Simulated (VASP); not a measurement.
Write the native input for VASP 6.6.1 that does the following.

| Property | Result |
| --- | --- |
| Task | single point |
| Functional | PBEsol |
| Potentials or basis | VASP PAW PBE potentials, release 64 (Be) |
| Cutoff | 520 eV |
| k mesh | 30 × 30 × 30 |
| Occupations | gaussian, width 0.15 eV |
| Spin | no spin polarisation |
| Dipole correction | no |
| Further INCAR settings | ALGO = Normal; EDIFF = 1e-07; NBANDS = 7 |

The structure of Be lies in POSCAR:

```
Be
1.0
   -1.2531209513      1.2531209513      1.2531209513
    1.2531209513     -1.2531209513      1.2531209513
    1.2531209513      1.2531209513     -1.2531209513
Be
1
Direct
    0.0000000000      0.0000000000      0.0000000000
```

This isn't the form of Be at room conditions, which is hcp.

One way to write it, as run:

INCAR

```
SYSTEM = Be
ALGO     = Normal         ! electronic algorithm
EDIFF    = 1E-7           ! SCF threshold, eV
ENCUT    = 520            ! plane-wave cutoff, eV
GGA      = PS             ! functional
ISIF     = 2              ! what is computed and relaxed
ISMEAR   = 0              ! smearing method
LASPH    = .TRUE.         ! aspherical terms in the spheres
LCHARG   = .FALSE.        ! write CHGCAR
LREAL    = .FALSE.        ! projectors in reciprocal space
LWAVE    = .FALSE.        ! write WAVECAR
NBANDS   = 7              ! bands
NELM     = 100            ! most SCF steps
PREC     = Accurate       ! precision mode
SIGMA    = 0.15           ! smearing width, eV
```

KPOINTS

```
k-points
0
G
  30 30 30
  0 0 0
```

Potentials or basis: VASP PAW PBE potentials, release 64 (Be).

The run is started by

```sh
$ cat potpaw_PBE.64/Be/POTCAR > POTCAR
$ mpirun -np 1 vasp_std > vasp.out
```

Results of the run:

```
Pressure               : -1.6 GPa
Band gap on the k mesh : none (metal or under the smearing width)
```

Caveat: the PAW data sets were made with another functional, which shifts forces and pressure a little.

It took 6.9 s on 1 thread of Intel(R) Xeon(R) 6975P-C (Granite Rapids), with other jobs on the host, peak memory 0.14 GiB.
